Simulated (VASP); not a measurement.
# CuCl (Nantokite) (F-43m) in VASP: settings compared

Aim: see how the results for CuCl (Nantokite) move with the level of theory and the settings. Levels: LDA, PBEsol. Tasks: relaxation of cell and atoms.

All numbers are computed with VASP 6.6.1; they aren't measurements. Logs are shortened: lines on timing, memory, paths and dates and some standing lists are left out, and cuts for length are marked.

**1. The crystal as given**

It takes space group F-43m (No. 216, cubic). The conventional cell has a = 5.406 Å, b = 5.406 Å, c = 5.406 Å, α = 90.00°, β = 90.00°, γ = 90.00°. Cu (site symmetry -43m) is surrounded by 4 Cl at 2.34 Å. Cl (site symmetry -43m) is surrounded by 4 Cu at 2.34 Å.

**2. Relaxation of cell and atoms, LDA**

Contents of INCAR:

```
  PREC = Accurate
  ENCUT = 600
  EDIFF = 1E-6
  ISMEAR = 0
  SIGMA = 0.03
  LREAL = F
  LASPH = T
  NELM = 80
  ALGO = Normal
  ISIF = 3
  LWAVE = F
  LCHARG = F
  IBRION = 2
  NSW = 90
  EDIFFG = -0.01
```

Contents of KPOINTS:

```
regular mesh
0
Gamma
  10 10 10
```

Contents of POSCAR:

```
CuCl
1.0
    0.0000000000      2.7028500000      2.7028500000
    2.7028500000      0.0000000000      2.7028500000
    2.7028500000      2.7028500000      0.0000000000
Cu Cl
1 1
Direct
    0.0000000000      0.0000000000      0.0000000000
    0.2500000000      0.2500000000      0.2500000000
```

Potentials or basis: VASP PAW LDA potentials, release 64 (Cu, Cl).

The run is started by

```sh
cat potpaw_LDA.64/Cu/POTCAR potpaw_LDA.64/Cl/POTCAR > POTCAR
mpirun -np 1 vasp_std > vasp.out
```

OUTCAR:

```text
PREC = Accurate
   ENCUT = 600
   EDIFF = 1E-6
   ISMEAR = 0
   LREAL = F
   LASPH = T
   NELM = 80
   ISIF = 3
   IBRION = 2
   NSW = 90
   EDIFFG = -0.01

 ion  position               nearest neighbor table
   1  0.000  0.000  0.000-   2 2.34   2 2.34   2 2.34   2 2.34
   2  0.250  0.250  0.250-   1 2.34   1 2.34   1 2.34   1 2.34

  LATTYP: Found a face centered cubic cell.
 ALAT       =     5.4057000000

  Lattice vectors:

 A1 = (   0.0000000000,   2.7028500000,   2.7028500000)
 A2 = (   2.7028500000,   0.0000000000,   2.7028500000)
 A3 = (   2.7028500000,   2.7028500000,   0.0000000000)

Analysis of symmetry for initial positions (statically):
=====================================================================
 Subroutine PRICEL returns:
 Original cell was already a primitive cell.

 Routine SETGRP: Setting up the symmetry group for a
 face centered cubic supercell.

 Subroutine GETGRP returns: Found 24 space group operations
 (whereof 24 operations were pure point group operations)
 out of a pool of 48 trial point group operations.

The static configuration has the point symmetry T_d .

Analysis of symmetry for dynamics (positions and initial velocities):
=====================================================================
 Subroutine PRICEL returns:
 Original cell was already a primitive cell.

 Routine SETGRP: Setting up the symmetry group for a
 face centered cubic supercell.

 Subroutine GETGRP returns: Found 24 space group operations
 (whereof 24 operations were pure point group operations)
 out of a pool of 48 trial point group operations.

The dynamic configuration has the point symmetry T_d .

 Subroutine INISYM returns: Found 24 space group operations
 (whereof 24 operations are pure point group operations),
 and found     1 'primitive' translations

----------------------------------------------------------------------------------------

                                     Primitive cell

  volume of cell :      39.4908

  direct lattice vectors                    reciprocal lattice vectors
     0.000000000  2.702850000  2.702850000    -0.184989918  0.184989918  0.184989918
     2.702850000  0.000000000  2.702850000     0.184989918 -0.184989918  0.184989918
     2.702850000  2.702850000  0.000000000     0.184989918  0.184989918 -0.184989918

  length of vectors
     3.822407127  3.822407127  3.822407127     0.320411937  0.320411937  0.320411937

  position of ions in fractional coordinates (direct lattice)
     0.000000000  0.000000000  0.000000000
     0.250000000  0.250000000  0.250000000

  ion indices of the primitive-cell ions
   primitive index   ion index
                 1           1
                 2           2

----------------------------------------------------------------------------------------

 KPOINTS: regular mesh

Automatic generation of k-mesh.
 Grid dimensions read from file:
 generate k-points for:   10   10   10

 Generating k-lattice:

  Cartesian coordinates                     Fractional coordinates (reciprocal lattice)
    -0.018498992  0.018498992  0.018498992     0.100000000  0.000000000  0.000000000
     0.018498992 -0.018498992  0.018498992     0.000000000  0.100000000  0.000000000
     0.018498992  0.018498992 -0.018498992     0.000000000  0.000000000  0.100000000

  Length of vectors
     0.032041194  0.032041194  0.032041194

  Shift w.r.t. Gamma in fractional coordinates (k-lattice)
     0.000000000  0.000000000  0.000000000

 Subroutine IBZKPT returns following result:
 ===========================================

 Found     47 irreducible k-points:

 Following reciprocal coordinates:
            Coordinates               Weight
  0.000000  0.000000  0.000000      1.000000
  0.100000  0.000000  0.000000      8.000000
  0.200000  0.000000  0.000000      8.000000
  0.300000  0.000000  0.000000      8.000000
  0.400000  0.000000  0.000000      8.000000
  0.500000  0.000000  0.000000      4.000000
[... 16 lines left out ...]
  0.300000  0.300000  0.000000      6.000000
  0.400000  0.300000  0.000000     24.000000
 [... further k-points ...]
   k-points           NKPTS =     47   k-points in BZ     NKDIM =     47   number of bands    NBANDS=     13
   number of dos      NEDOS =    301   number of ions     NIONS =      2
   total plane-waves  NPLWV =  32768
   dimension x,y,z NGX =    32 NGY =   32 NGZ =   32
   dimension x,y,z NGXF=    64 NGYF=   64 NGZF=   64
   ions per type =               1   1
   NGX,Y,Z   is equivalent  to a cutoff of  13.92, 13.92, 13.92 a.u.
   NGXF,Y,Z  is equivalent  to a cutoff of  27.84, 27.84, 27.84 a.u.
 SYSTEM =  unknown system
   PREC   = accura    normal or accurate (medium, high low for compatibility)
   ISTART =      0    job   : 0-new  1-cont  2-samecut
   ICHARG =      2    charge: 1-file 2-atom 10-const
   ISPIN  =      1    spin polarized calculation?
   LNONCOLLINEAR =      F non collinear calculations
   LSORBIT =      F    spin-orbit coupling
   LASPH  =      T    aspherical Exc in radial PAW
   ENCUT  =  600.0 eV  44.10 Ry    6.64 a.u.   7.63  7.63  7.63*2*pi/ulx,y,z
   NELM   =     80;   NELMIN=  2; NELMDL= -5     # of ELM steps
   EDIFF  = 0.1E-05   stopping-criterion for ELM
   LREAL  =      F    real-space projection
   EDIFFG = -.1E-01   stopping-criterion for IOM
   NSW    =     90    number of steps for IOM
   IBRION =      2    ionic relax: 0-MD 1-quasi-New 2-CG
   NFREE  =      1    steps in history (QN), initial steepest desc. (CG)
   ISIF   =      3    stress and relaxation
   ISYM   =      2    0-nonsym 1-usesym 2-fastsym
   POTIM  = 0.5000    time-step for ionic-motion
   TEBEG  =    0.0;   TEEND  =   0.0 temperature during run
   PSTRESS=    0.0 pullay stress
   NELECT =      18.0000    total number of electrons
   NUPDOWN=      -1.0000    fix difference up-down
   EMIN   =  10.00;   EMAX   =-10.00  energy-range for DOS
   EFERMI =   0.00;   METHOD = LEGACY
   ISMEAR =     0;   SIGMA  =   0.03  broadening in eV -4-tet -1-fermi 0-gaus
   EFERMI_NEDOS =   21; number of points for ismear=-14 and -15
   IALGO  =     38    algorithm
   IMIX   =      4    mixing-type and parameters
     AMIX     =   0.40;   BMIX     =  1.00
     AMIX_MAG =   1.60;   BMIX_MAG =  1.00
  volume/ion in A,a.u.               =      19.75       133.25
  Fermi-wavevector in a.u.,A,eV,Ry     =   1.259893  2.380853 21.596947  1.587331
  Thomas-Fermi vector in A             =   2.393430
   LORBIT       =      0    0 simple, 1 ext, 2 COOP (PROOUT), +10 PAW based schemes
   GGA     = CA    functional components
   LHFCALC =     F    Hartree Fock is set to
   AEXX    =    0.0000 exact exchange contribution
   IVDW    =     0    specifies the selected vdW correction
   LEPSILON=     F    determine dielectric tensor
   LRPA    =     F    only Hartree local field effects (RPA)
 conjugate gradient relaxation of ions
 non-spin polarized calculation
 Gauss-broadening in eV      SIGMA  =   0.03
  energy-cutoff  :      600.00
  volume of cell :       39.49
 maximum number of plane-waves:      1363
   NGX = 15   NGY = 15   NGZ = 15

--------------------------------------- Ionic step        1  -------------------------------------------

 number of electron      18.0000009 magnetization

 Free energy of the ion-electron system (eV)
  ---------------------------------------------------
  ext. energy  EPLUGINS =         0.00000000
  ---------------------------------------------------
  free energy    TOTEN  =        -7.72110214 eV

  energy without entropy =       -7.72110214  energy(sigma->0) =       -7.72110214

 E-fermi :   3.7665     XC(G=0):  -9.9159

 val. band max:        3.5636536118   @ k =   0.0000   0.0000   0.0000
 cond. band min:       3.9939738252   @ k =   0.0000   0.0000   0.0000
 fundamental gap:      0.4303202134
 Fermi energy:         3.7665190557

 k-point     1 :       0.0000    0.0000    0.0000
  band No.  band energies     occupation
      1     -13.2563      2.00000
      2      -1.2929      2.00000
      3      -1.2929      2.00000
      4      -1.2929      2.00000
      5       2.0083      2.00000
      6       2.0083      2.00000
      7       3.5637      2.00000
      8       3.5637      2.00000
      9       3.5637      2.00000
     10       3.9940      0.00000
     11      10.2710      0.00000
     12      10.2710      0.00000
     13      10.2710      0.00000

 k-point     2 :       0.1000    0.0000    0.0000
  band No.  band energies     occupation
      1     -13.2147      2.00000
      2      -1.4974      2.00000
      3      -1.2891      2.00000
      4      -1.2891      2.00000
      5       2.0017      2.00000
      6       2.0017      2.00000
      7       3.2568      2.00000
      8       3.5140      2.00000
      9       3.5140      2.00000
     10       4.4948      0.00000
     11      10.0100      0.00000
[... 412 lines left out ...]
 POSITION                                       TOTAL-FORCE (eV/Angst)
 -----------------------------------------------------------------------------------
      5.21124      5.21124      5.21124         0.000000      0.000000      0.000000
      1.30281      1.30281      1.30281        -0.000000     -0.000000     -0.000000
 -----------------------------------------------------------------------------------
    total drift:                                0.000001      0.000001      0.000000

  FREE ENERGIE OF THE ION-ELECTRON SYSTEM (eV)
  ---------------------------------------------------
  free  energy   TOTEN  =        -7.8055581894 eV

  energy  without entropy=       -7.8055581894  energy(sigma->0) =       -7.80555819

--------------------------------------- Ionic step        3  -------------------------------------------

 number of electron      18.0000005 magnetization

 Free energy of the ion-electron system (eV)
  ---------------------------------------------------
  ext. energy  EPLUGINS =         0.00000000
  ---------------------------------------------------
  free energy    TOTEN  =        -7.80559786 eV

  energy without entropy =       -7.80559786  energy(sigma->0) =       -7.80559786

 E-fermi :   4.9142     XC(G=0): -10.4332

 val. band max:        4.6998256785   @ k =   0.0000   0.0000   0.0000
 cond. band min:       5.3539815866   @ k =   0.0000   0.0000   0.0000
 fundamental gap:      0.6541559081
 Fermi energy:         4.9142077183

 k-point     1 :       0.0000    0.0000    0.0000
  band No.  band energies     occupation
      1     -12.7308      2.00000
      2      -0.6790      2.00000
      3      -0.6790      2.00000
      4      -0.6790      2.00000
      5       2.7466      2.00000
      6       2.7466      2.00000
      7       4.6998      2.00000
      8       4.6998      2.00000
      9       4.6998      2.00000
     10       5.3540      0.00000
     11      11.3862      0.00000
     12      11.3862      0.00000
     13      11.3862      0.00000

 k-point     2 :       0.1000    0.0000    0.0000
  band No.  band energies     occupation
      1     -12.6774      2.00000
      2      -0.8939      2.00000
      3      -0.6717      2.00000
      4      -0.6717      2.00000
      5       2.7383      2.00000
      6       2.7383      2.00000
      7       4.3435      2.00000
      8       4.6362      2.00000
      9       4.6362      2.00000
     10       5.8806      0.00000
     11      11.1538      0.00000
[... 376 lines left out ...]
 POSITION                                       TOTAL-FORCE (eV/Angst)
 -----------------------------------------------------------------------------------
      0.00000      0.00000      0.00000        -0.000000     -0.000000     -0.000000
      1.30416      1.30416      1.30416         0.000000      0.000000      0.000000
 -----------------------------------------------------------------------------------
    total drift:                                0.000001      0.000001      0.000000

  FREE ENERGIE OF THE ION-ELECTRON SYSTEM (eV)
  ---------------------------------------------------
  free  energy   TOTEN  =        -7.8055978588 eV

  energy  without entropy=       -7.8055978588  energy(sigma->0) =       -7.80559786

 reached required accuracy - stopping structural energy minimisation
```

Wall time 27 s (1 thread of Intel Xeon Platinum 8488C (Sapphire Rapids), shared host); peak memory 0.17 GiB.

Results:

```
Free energy                            : -7.8056 eV
Relaxed volume                         : 17.75 Å³/atom
Relaxed cell                           : a = 3.689 Å, b = 3.689 Å, c = 3.689 Å, α = 60.00°, β = 60.00°, γ = 60.00°
Space group after relaxing (to 0.05 Å) : F-43m (No. 216)
Energy gained by relaxing              : 42.2 meV/atom
Ionic steps                            : 3
Pressure after relaxing                : -0.1 GPa
Band gap on the k mesh                 : 0.65 eV, direct
```

Step by step:
```csv
step,energy change (eV),largest force (eV/Å),pressure (GPa),volume (Å³)
1,0.0000,0.0000,-6.05,39.49
2,-0.0845,0.0000,0.24,35.38
3,-0.0845,0.0000,-0.08,35.49
```

Final structure:
```cif
data_structure
_symmetry_space_group_name_H-M 'P 1'
_symmetry_Int_Tables_number 1
_cell_length_a 3.6887
_cell_length_b 3.6887
_cell_length_c 3.6887
_cell_angle_alpha 60.000
_cell_angle_beta 60.000
_cell_angle_gamma 60.000
_cell_volume 35.49
loop_
_atom_site_label
_atom_site_type_symbol
_atom_site_fract_x
_atom_site_fract_y
_atom_site_fract_z
_atom_site_occupancy
Cu1 Cu 0.00000 0.00000 0.00000 1
Cl1 Cl 0.25000 0.25000 0.25000 1
```

Caveat: the volume moved by -10 % from the deposited cell, more than functionals usually miss.

**3. Relaxation of cell and atoms, LDA**

This run uses another cell than the first one, of 17.75 Å³/atom, 0.899 times its volume.

INCAR: that of step 2 with these lines changed.

```diff
@@ -2,3 +2,3 @@
   ENCUT = 600
-  EDIFF = 1E-6
+  EDIFF = 1E-7
   ISMEAR = 0
@@ -14,2 +14,2 @@
   NSW = 90
-  EDIFFG = -0.01
+  EDIFFG = -0.005
```

KPOINTS is that of step 2.

Contents of POSCAR:

```
CuCl                                    
1.0
    0.0000000000      2.6083137339      2.6083137339
    2.6083137339     -0.0000000000      2.6083137339
    2.6083137339      2.6083137339     -0.0000000000
  Cu              Cl            
     1     1
Direct
     0.0000000000000000    0.0000000000000000    0.0000000000000000
     0.2500000000000000    0.2500000000000000    0.2500000000000000
```

Potentials or basis: VASP PAW LDA potentials, release 64 (Cu, Cl).

The run is started by

```sh
cat potpaw_LDA.64/Cu/POTCAR potpaw_LDA.64/Cl/POTCAR > POTCAR
mpirun -np 1 vasp_std > vasp.out
```

Wall time 16 s (1 thread of Intel Xeon Platinum 8488C (Sapphire Rapids), shared host); peak memory 0.16 GiB.

It converged, with:

```yaml
Free_energy: -7.8048 eV
Pressure_after_relaxing: 0.0 GPa
Band_gap_on_the_k_mesh: 0.65 eV, direct
```

Final structure:
```cif
data_structure
_symmetry_space_group_name_H-M 'P 1'
_symmetry_Int_Tables_number 1
_cell_length_a 3.6887
_cell_length_b 3.6887
_cell_length_c 3.6887
_cell_angle_alpha 60.000
_cell_angle_beta 60.000
_cell_angle_gamma 60.000
_cell_volume 35.49
loop_
_atom_site_label
_atom_site_type_symbol
_atom_site_fract_x
_atom_site_fract_y
_atom_site_fract_z
_atom_site_occupancy
Cu1 Cu 0.00000 0.00000 0.00000 1
Cl1 Cl 0.25000 0.25000 0.25000 1
```

Levels at points of the mesh, in eV from the valence-band top:
```
           k point  band 6  band 7  band 8  band 9  band 10  band 11  band 12  band 13
(0.00, 0.00, 0.00)   -1.95    0.00    0.00    0.00     0.65     6.69     6.69     6.69
(0.50, 0.00, 0.00)   -1.87   -1.79   -0.74   -0.74     2.99     7.16     7.16     7.17
(0.50, 0.50, 0.00)   -1.80   -1.72   -1.47   -1.47     3.25     4.58     9.25    11.66
```

Caveat: the relaxation stopped at its first step, so nothing moved. A hybrid or GW would open this gap; LDA tends to underestimate it.

**4. Relaxation of cell and atoms, PBEsol**

Contents of INCAR:

```
SYSTEM = CuCl
  ALGO = Normal
  EDIFF = 1E-6
  EDIFFG = -0.01
  ENCUT = 600
  GGA = PS
  IBRION = 2
  ISIF = 3
  ISMEAR = 0
  LASPH = .TRUE.
  LCHARG = .FALSE.
  LREAL = .FALSE.
  LWAVE = .FALSE.
  NELM = 80
  NSW = 90
  PREC = Accurate
  SIGMA = 0.03
```

Contents of KPOINTS:

```
k-points
0
G
  10 10 10
  0 0 0
```

Contents of POSCAR:

```
CuCl
1.0
    0.0000000000      2.7028500000      2.7028500000
    2.7028500000      0.0000000000      2.7028500000
    2.7028500000      2.7028500000      0.0000000000
Cu Cl
1 1
Direct
    0.0000000000      0.0000000000      0.0000000000
    0.2500000000      0.2500000000      0.2500000000
```

Potentials or basis: VASP PAW PBE potentials, release 64 (Cu, Cl).

The run is started by

```sh
cat potpaw_PBE.64/Cu/POTCAR potpaw_PBE.64/Cl/POTCAR > POTCAR
mpirun -np 1 vasp_std > vasp.out
```

Run time: 23 s. Hardware: 1 thread of Intel Xeon 6975P-C (Granite Rapids), shared host; peak memory 0.19 GiB.

It converged, with:

```
Free energy                            : -7.0622 eV
Relaxed volume                         : 18.60 Å³/atom
Relaxed cell                           : a = 3.747 Å, b = 3.747 Å, c = 3.747 Å, α = 60.00°, β = 60.00°, γ = 60.00°
Space group after relaxing (to 0.05 Å) : F-43m (No. 216)
Energy gained by relaxing              : 12.4 meV/atom
Ionic steps                            : 3
Pressure after relaxing                : 0.0 GPa
Band gap on the k mesh                 : 0.55 eV, direct
```

Step by step:
```tsv
step	energy change (eV)	largest force (eV/Å)	pressure (GPa)	volume (Å³)
1	0.0000	0.0000	-3.22	39.49
2	-0.0247	0.0000	-0.10	37.27
3	-0.0247	0.0000	-0.04	37.21
```

Final structure:
```
Cu Cl
1.0
     0.00000    2.64977    2.64977
     2.64977    0.00000    2.64977
     2.64977    2.64977    0.00000
Cu Cl
1 1
Direct
  0.00000 0.00000 0.00000
  0.25000 0.25000 0.25000
```

Levels at points of the mesh, in eV from the valence-band top:
```tsv
k point	band 7	band 8	band 9	band 10	band 11	band 12
(0.00, 0.00, 0.00)	0.00	0.00	0.00	0.55	6.68	6.68
(0.50, 0.00, 0.00)	-1.59	-0.66	-0.66	2.92	6.95	7.13
(0.50, 0.50, 0.00)	-1.52	-1.29	-1.29	3.27	4.53	8.99
```

Caveat: the PAW data sets were made with another functional, which shifts forces and pressure a little.

[end of part 1 of 2]
